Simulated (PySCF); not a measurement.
Computed XPS line lists of a few unrelated compounds.

Computed with delta-SCF UKS SCAN, pcX-2 on the ionised atom, pcseg-1 elsewhere, spin-free X2C (PySCF 2.14.0). Geometries: PBE0-D3(BJ)/def2-SVP; isolated species, one conformer each.

Line lists (1s up to Mg, 2p3/2 beyond; areas count atoms within a level, one atom standing for each set equivalent by bonding):
1. C 1s: 290.90 (area 2), 291.07 (area 1), 292.20 (area 1) eV; Cl 2p3/2: 205.69 eV
2. C 1s: 295.90 (area 1), 296.63 (area 1) eV; O 1s: 538.96 (area 1), 541.07 (area 1) eV; F 1s: 694.00 eV
3. C 1s: 290.41 (area 2), 291.15 (area 2) eV; N 1s: 404.62 eV
4. B 1s: 196.78 eV; C 1s: 290.54 (area 1), 290.80 (area 1), 292.56 (area 1) eV; O 1s: 538.88 eV
5. C 1s: 291.62 eV; N 1s: 406.47 eV; O 1s: 539.18 eV

Structures:
A. `O=C(O)C(F)F` (C2H2F2O2)
B. `CC1(Cl)CC1` (C4H7Cl)
C. `C#CBOC` (C3H5BO)
D. `C1CCNC1` (C4H9N)
E. `CNO` (CH5NO)

Task: Which list belongs to which compound?

Result: 
- 1 = B: no other candidate has this set of levels. C 1s: 290.90 three-membered-ring carbon (×2), 291.07 methyl carbon, 292.20 sp3 C–Cl carbon; Cl 2p3/2: 205.69 alkyl chlorine.
- 2 = A: no other candidate has this set of levels. C 1s: 295.90 carboxylic acid carbon, 296.63 CHF2 carbon; O 1s: 538.96 acid carbonyl oxygen, 541.07 acid hydroxyl oxygen; F 1s: 694.00 fluorine of a CF2 group (×2).
- 3 = D: no other candidate has this set of levels. C 1s: 290.41 ring CH2 carbon (×2), 291.15 sp3 carbon bound to nitrogen (×2); N 1s: 404.62 secondary amine nitrogen.
- 4 = C: no other candidate has this set of levels. B 1s: 196.78 three-coordinate boron; C 1s: 290.54 alkyne carbon, 290.80 terminal alkyne carbon, 292.56 methoxy carbon; O 1s: 538.88 boron-bound oxygen.
- 5 = E: no other candidate has this set of levels. C 1s: 291.62 N-methyl carbon; N 1s: 406.47 hydroxylamine nitrogen; O 1s: 539.18 hydroxyl oxygen.

For 2p shells one spin-free hole was relaxed; a mean-field spin–orbit operator and the ground-state splitting of the three 2p orbitals were then diagonalised within the shell. The shell's mean is (2 × 2p3/2 + 2p1/2)/3, and the degeneracies 2j + 1 give areas of 2:1. 2 of these hole states are spin-contaminated (⟨S²⟩ up to 0.86, against 0.75; counted from 0.85) and less certain.
